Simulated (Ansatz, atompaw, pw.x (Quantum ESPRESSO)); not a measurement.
Ga: does the PAW (atompaw) potential hold in the solid?

- Element: gallium
- Generator: atompaw 4.2.0.5
- Type: PAW
- Functional: PBE
- Relativity: scalar-relativistic
- Frozen core: [Ar] 3d10
- Valence charge: 3
- Reference configuration: 4s1 4p2
- Partial waves: 4s (bound): rc 1.70 bohr; 4s channel at 0.05 Ry: rc 1.70 bohr; 4p (bound): rc 2.65 bohr; 4p channel at 4.55 Ry: rc 2.65 bohr; 4d channel at 0.4 Ry: rc 2.50 bohr; 4d channel at 1.75 Ry: rc 2.65 bohr
- Local potential: bessel scheme, radius 2.00 bohr
- Core correction: smooth core density matched at 1.75 bohr
- Augmentation charge: sinc compensation charge, radius 2.35 bohr; PAW radius 2.65 bohr; waves and projectors: custom polynom2 7 10 vanderbiltortho

Atomic tests: cutoffs needed: 12 Ry and 21 Ry (the cutoffs (Ry, on a coarse ladder) from which the occupation-weighted sum of valence levels, in a spherical-Bessel basis at the reference potential, stays within 10 and 1 mRy of its value at 400 Ry); ghost test: no extra level below or beside the all-electron valence levels (s, p, d, f tested) (spherical-Bessel basis up to 400 Ry, 20 bohr box); lowest eigenvalue of the overlap operator: 0.26 (s channel).

Crystal test: fcc Ga in pw.x 7.5, no spin, 13³ k-points, Fermi–Dirac smearing 0.01 Ry, cutoffs 40/400 Ry. The reference is all-electron LAPW (Ansatz 0.2.0) with the same functional, mesh and smearing; V0 and B0 come from Birch–Murnaghan fits to the pressures at five volumes. Errors are pseudo minus all-electron; Δ is the rms difference of the E(V) curves that follow from these fits, minima aligned, over ±6 % about the mean V0. Mesh and smearing are coarse, so the numbers serve the comparison and aren't converged zero-temperature values; the lattice is a test structure that the element need not adopt.

```
V (Å³/atom)  P all-electron (GPa)  P pseudo (GPa)
     18.074                  2.74            4.52
     18.549                  1.23            2.81
     19.025                 -0.07            1.33
     19.501                 -1.20            0.05
     19.976                 -2.17           -1.06
```

All-electron: a0 = 4.236 Å (V0 = 19.00 Å³/atom), B0 = 48.8 GPa.

Pseudopotential: mean pressure error (GPa): +1.42; a0 (Å): 4.274; a0 error (%): +0.91; B0 error (%): -0.6; Δ (meV/atom): 5.6. This is a poor potential for the solid.

Problem. At the middle volume, how do free energy and pressure move when the wave cutoff is lowered (ecutrho held at 400 Ry)?

Solution.

| cutoff (Ry) | shift of F (meV/atom) | shift of P (GPa) |
| --- | --- | --- |
| 18 | +15.4 | -0.62 |
| 24 | +1.6 | -0.01 |
| 32 | +0.9 | -0.03 |

The run at the middle volume (84 k-points, 8 iterations) took about 17 s on one core of a shared host (AMD EPYC 7R43 64-Core Processor, 256 threads, 1004 GiB, load 144).
